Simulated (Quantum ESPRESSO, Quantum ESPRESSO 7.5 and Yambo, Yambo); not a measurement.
# Quasiparticle gap of RbBr (Fm-3m) in Yambo

Wanted: ground state, empty states, screening and self-energy for RbBr (Fm-3m).

Main program and level: Quantum ESPRESSO 7.5 and Yambo 5.3.0; PBE and many-body steps on it, plane waves.

Report form: the programs' logs are mostly left out.

The database entry behind the starting cell differs from later determinations by our own check (about 0.5 % short), so it need not match the best structure at ambient conditions.

## Step 1: Set-up

It takes space group Fm-3m (No. 225, cubic). Conventional cell: a = 6.854 Å, b = 6.854 Å, c = 6.854 Å, α = 90.00°, β = 90.00°, γ = 90.00°. Nearest to Rb lie 6 Br at 3.43 Å. Nearest to Br lie 6 Rb at 3.43 Å. Farther neighbours and most contacts between anions are not listed.

The cell and positions come from the Crystallography Open Database and are kept as given unless a step says otherwise.

## Step 2: Ground state

This step: Quantum ESPRESSO 7.5; DFT, PBE, plane waves, norm-conserving pseudopotentials.

The ground-state density comes first.

Input file pw.in:

```
&control
  calculation = 'scf'
  prefix = 'x'
  outdir = 'o'
  pseudo_dir = 'pseudo'
/
&system
  ibrav = 0
  nat = 2
  ntyp = 2
  ecutwfc = 76.0
  nbnd = 18
  force_symmorphic = .true.
/
&electrons
  conv_thr = 1e-10
  electron_maxstep = 80
  mixing_beta = 0.5
/
ATOMIC_SPECIES
  Rb 85.468 Rb.upf
  Br 79.904 Br.upf
CELL_PARAMETERS angstrom
  0.0000000000 3.4270000000 3.4270000000
  3.4270000000 0.0000000000 3.4270000000
  3.4270000000 3.4270000000 -0.0000000000
ATOMIC_POSITIONS crystal
  Rb 0.0000000000 0.0000000000 0.0000000000
  Br 0.5000000000 0.5000000000 0.5000000000
K_POINTS automatic
  6 6 6 0 0 0
```

Launch:

```console
OMP_NUM_THREADS=1 mpirun -n 4 pw.x -nk 4 -in pw.in > pw.out
```

Run time: 13 s. Hardware: 4 MPI ranks of Arm Neoverse V1, shared host; peak memory 0.32 GiB.

This step gave:

- total energy: -4424.0687 eV
- gap: 4.364 eV
- k of the valence top: 0, 0, 0
- k of the conduction bottom: 0, 0, 0
- least direct gap: 4.364 eV

The gap is direct, at Γ.

## Step 3: Bands along the symmetry lines

The cheap functional maps the bands first; the places of the edges decide which points the dearer methods must see.

Input file pw.in:

```
&control
  calculation = 'bands'
  prefix = 'x'
  outdir = 'o'
  pseudo_dir = 'pseudo'
/
&system
  ibrav = 0
  nat = 2
  ntyp = 2
  ecutwfc = 76.0
  nbnd = 19
  force_symmorphic = .true.
/
&electrons
  conv_thr = 1e-9
  electron_maxstep = 80
  diago_full_acc = .true.
  diago_thr_init = 5e-6
/
ATOMIC_SPECIES
  Rb 85.468 Rb.upf
  Br 79.904 Br.upf
CELL_PARAMETERS angstrom
  0.0000000000 3.4270000000 3.4270000000
  3.4270000000 0.0000000000 3.4270000000
  3.4270000000 3.4270000000 -0.0000000000
ATOMIC_POSITIONS crystal
  Rb 0.0000000000 0.0000000000 0.0000000000
  Br 0.5000000000 0.5000000000 0.5000000000
K_POINTS crystal
  50
  0.00000000 0.00000000 0.00000000 1
  0.06250000 0.00000000 0.06250000 1
  0.12500000 0.00000000 0.12500000 1
  0.18750000 0.00000000 0.18750000 1
  0.25000000 0.00000000 0.25000000 1
  0.31250000 0.00000000 0.31250000 1
  0.37500000 0.00000000 0.37500000 1
  0.43750000 0.00000000 0.43750000 1
  0.50000000 0.00000000 0.50000000 1
  0.51562500 0.03125000 0.51562500 1
  0.53125000 0.06250000 0.53125000 1
  0.54687500 0.09375000 0.54687500 1
  0.56250000 0.12500000 0.56250000 1
  0.57812500 0.15625000 0.57812500 1
  0.59375000 0.18750000 0.59375000 1
  0.60937500 0.21875000 0.60937500 1
  0.62500000 0.25000000 0.62500000 1
  0.37500000 0.37500000 0.75000000 1
  0.32812500 0.32812500 0.65625000 1
  0.28125000 0.28125000 0.56250000 1
  0.23437500 0.23437500 0.46875000 1
  0.18750000 0.18750000 0.37500000 1
  0.14062500 0.14062500 0.28125000 1
  0.09375000 0.09375000 0.18750000 1
  0.04687500 0.04687500 0.09375000 1
  0.00000000 0.00000000 0.00000000 1
  0.06250000 0.06250000 0.06250000 1
  0.12500000 0.12500000 0.12500000 1
  0.18750000 0.18750000 0.18750000 1
  0.25000000 0.25000000 0.25000000 1
  0.31250000 0.31250000 0.31250000 1
  0.37500000 0.37500000 0.37500000 1
  0.43750000 0.43750000 0.43750000 1
  0.50000000 0.50000000 0.50000000 1
  0.50000000 0.46875000 0.53125000 1
  0.50000000 0.43750000 0.56250000 1
  0.50000000 0.40625000 0.59375000 1
  0.50000000 0.37500000 0.62500000 1
  0.50000000 0.34375000 0.65625000 1
  0.50000000 0.31250000 0.68750000 1
  0.50000000 0.28125000 0.71875000 1
  0.50000000 0.25000000 0.75000000 1
  0.50000000 0.21875000 0.71875000 1
  0.50000000 0.18750000 0.68750000 1
  0.50000000 0.15625000 0.65625000 1
  0.50000000 0.12500000 0.62500000 1
  0.50000000 0.09375000 0.59375000 1
  0.50000000 0.06250000 0.56250000 1
  0.50000000 0.03125000 0.53125000 1
  0.50000000 0.00000000 0.50000000 1
```

It took 13 s on 4 MPI ranks; peak memory 0.27 GiB.

This step gave:

* gap: 4.364 eV
* k of the valence top: 0, 0, 0
* k of the conduction bottom: 0, 0, 0
* least direct gap: 4.364 eV

The gap is 4.364 eV, as in the run before at this level.

Electronic bands along the path, in eV, zero at the top of the highest filled band:

| point | band 10 | band 11 | band 12 | band 13 | band 14 | band 15 | band 16 | band 17 |
| --- | --- | --- | --- | --- | --- | --- | --- | --- |
| Γ | -8.49 | 0.00 | 0.00 | 0.00 | 4.36 | 7.29 | 7.29 | 7.29 |
| halfway | -8.49 | -0.60 | -0.10 | -0.10 | 5.72 | 6.25 | 8.62 | 8.76 |
| X | -8.57 | -0.47 | -0.16 | -0.16 | 5.62 | 7.13 | 9.20 | 9.21 |
| halfway | -8.55 | -0.46 | -0.26 | -0.19 | 5.82 | 7.40 | 8.82 | 9.28 |
| U | -8.52 | -0.49 | -0.41 | -0.26 | 6.35 | 8.13 | 8.16 | 8.87 |
| jump to K | -8.52 | -0.49 | -0.41 | -0.26 | 6.35 | 8.13 | 8.16 | 8.87 |
| halfway | -8.46 | -0.67 | -0.28 | -0.15 | 6.03 | 6.99 | 8.06 | 8.81 |
| Γ | -8.49 | 0.00 | 0.00 | 0.00 | 4.36 | 7.29 | 7.29 | 7.29 |
| halfway | -8.47 | -0.56 | -0.18 | -0.18 | 5.63 | 7.15 | 8.01 | 8.01 |
| L | -8.45 | -0.99 | -0.35 | -0.35 | 6.82 | 7.72 | 9.49 | 9.49 |
| halfway | -8.47 | -0.76 | -0.35 | -0.33 | 6.98 | 7.42 | 8.88 | 9.00 |
| W | -8.48 | -0.49 | -0.35 | -0.35 | 7.09 | 7.09 | 8.27 | 8.62 |
| halfway | -8.52 | -0.44 | -0.33 | -0.22 | 6.02 | 7.60 | 8.43 | 9.14 |
| X | -8.57 | -0.47 | -0.16 | -0.16 | 5.62 | 7.13 | 9.20 | 9.21 |

## Step 4: Empty states on the mesh, 4×4×4 mesh, 348 bands

The sums over transitions need many empty states on a uniform mesh; this step solves for them.

Input file pw.in:

```
&control
  calculation = 'nscf'
  prefix = 'x'
  outdir = 'o'
  pseudo_dir = 'pseudo'
/
&system
  ibrav = 0
  nat = 2
  ntyp = 2
  ecutwfc = 76.0
  nbnd = 348
  force_symmorphic = .true.
/
&electrons
  conv_thr = 1e-9
  electron_maxstep = 80
  diago_full_acc = .true.
  diago_thr_init = 5e-6
/
ATOMIC_SPECIES
  Rb 85.468 Rb.upf
  Br 79.904 Br.upf
CELL_PARAMETERS angstrom
  0.0000000000 3.4270000000 3.4270000000
  3.4270000000 0.0000000000 3.4270000000
  3.4270000000 3.4270000000 -0.0000000000
ATOMIC_POSITIONS crystal
  Rb 0.0000000000 0.0000000000 0.0000000000
  Br 0.5000000000 0.5000000000 0.5000000000
K_POINTS automatic
  4 4 4 0 0 0
```

Wall time 68 s (4 MPI ranks); peak memory 0.95 GiB; 4.5 min of CPU time.

This step gave:

| Quantity | Value |
| --- | --- |
| gap | 4.364 eV |
| k of the valence top | 0, 0, 0 |
| k of the conduction bottom | 0, 0, 0 |
| least direct gap | 4.364 eV |
| k points computed | 8 |
| lowest point of the top converged band, above the valence top | 146.0202 eV |

On this mesh the gap is 4.364 eV.

## Step 5: Conversion and set-up

This step: Yambo 5.3.0; conversion and set-up on PBE, plane waves, norm-conserving pseudopotentials.

The states are converted to the many-body program's format and the q mesh is built.

Launch:

```console
(cd o/x.save; p2y > p2y.log; mv SAVE ../..); yambo > setup.log
```

Wall time 3.5 s (1 MPI rank); peak memory 0.26 GiB.

## Step 6: Screening and self-energy, 4×4×4 mesh, 348 bands, screening to 210.9 eV

G0W0 replaces the xc potential by the self-energy, built once from these orbitals. Only a window of levels is corrected, while the sums run over the empty bands that the input names.

This step: G0W0 on PBE, plane waves, norm-conserving pseudopotentials.

Input file gw1.in:

```
HF_and_locXC
gw0
dyson
ppa
em1d
rim_cut
RandQpts= 1000000
RandGvec= 1 RL
EXXRLvcs= 76 Ry
VXCRLvcs= 304 Ry
Chimod= "HARTREE"
% BndsRnXp
 1 | 348 |
%
NGsBlkXp= 15.5 Ry
% LongDrXp
 1 | 1 | 1 |
%
% GbndRnge
 1 | 348 |
%
DysSolver= "n"
ExtendOut
PPAPntXp= 27.21138 eV
% QPkrange
 1 | 1 | 12 | 15 |
%
```

Launch:

```console
OMP_NUM_THREADS=1 mpirun -n 4 yambo -F gw1.in -J gw1 -C gw1 > gw1.log
```

Elapsed: 15 min, on 4 MPI ranks; peak memory 2.8 GiB; 58 min of CPU time.

This step gave:

| Quantity | Value |
| --- | --- |
| G0W0 gap on the points computed | 7.637 eV |
| starting gap on the mesh | 4.364 eV |
| k of the valence top | 0, 0, 0 |
| k of the conduction bottom | 0, 0, 0 |
| least direct G0W0 gap on the computed points | 7.637 eV |
| Z at the valence top | 0.8258 |
| Z at the conduction bottom | 0.8763 |

The gap on the mesh goes from 4.36 eV to 7.64 eV, a correction of +3.27 eV.

Limits: finite bands, cutoff and mesh; no spin-orbit coupling. v1 is the top filled band, c1 the lowest empty one. The levels before and after the correction (eV, zero at the valence-band top of each column):

|  | conduction bottom | valence top |
| --- | --- | --- |
| Kohn-Sham | 4.36 | 0.00 |
| G0W0 | 7.64 | 0.00 |

|  | level | energy (eV) |
| --- | --- | --- |
| Kohn-Sham | Γ v2-v1 | 0.000 |
| Kohn-Sham | Γ c1 | 4.364 |
| Kohn-Sham | Γ c2 | 7.287 |
| G0W0 | Γ v2-v1 | 0.000 |
| G0W0 | Γ c1 | 7.637 |
| G0W0 | Γ c2 | 11.177 |

## Step 7: Where the time went

Times are wall times on the hardware named with each run, good to a factor of about two.

| step | time | share | memory (GiB) |
| --- | --- | --- | --- |
| ground state | 13 s | 1 % | 0.32 |
| bands along the symmetry lines | 13 s | 1 % | 0.27 |
| empty states on the mesh | 68 s | 7 % | 0.95 |
| conversion and set-up | 3.5 s | 0 % | 0.26 |
| screening and self-energy | 15 min | 90 % | 2.8 |

## Step 8: What came out

```json
{"PBE gap": "4.36 eV, direct", "G0W0 gap on the mesh": "7.64 eV", "GW settings": "4×4×4 mesh, 348 bands, screening to 210.9 eV, Godby-Needs plasmon pole", "known limits": "not at the basis limit; no spin-orbit coupling"}
```

**Reading.** G0W0 moves the gap on the mesh from 4.36 eV to 7.64 eV (+3.27 eV), with Z of 0.83 and 0.88 at the edges. Only 1 of the mesh's irreducible points was corrected, so a valley elsewhere could overtake. The dearest step here is «screening and self-energy». Bands and cutoff are finite, so the gap is not at the basis limit. The miss can reach some tenths of an eV and take either sign; the mesh is an error of its own. In the G0W0 run levels were corrected at 1 k point alone, so a gap called «on the mesh» is the least over those, and an edge elsewhere would be missed. The many-body steps are scalar-relativistic: spin-orbit coupling is not in them.

[Paths, hosts, dates, memory and timing lines, banners, echoed tables and standing remarks are left out of the program output.]

[Logs are printed without paths, hosts, clocks, repeated set-up lines and the standing remarks that a program may print on its own settings, such as how far it seeks lower states.]

[Runs of the session that timed out or met a known fault of the program may be left out.]

[Hosts, paths, dates, database ids (printed as entryN), source tags and the programs' standing remarks are cut or masked in the printed files.]
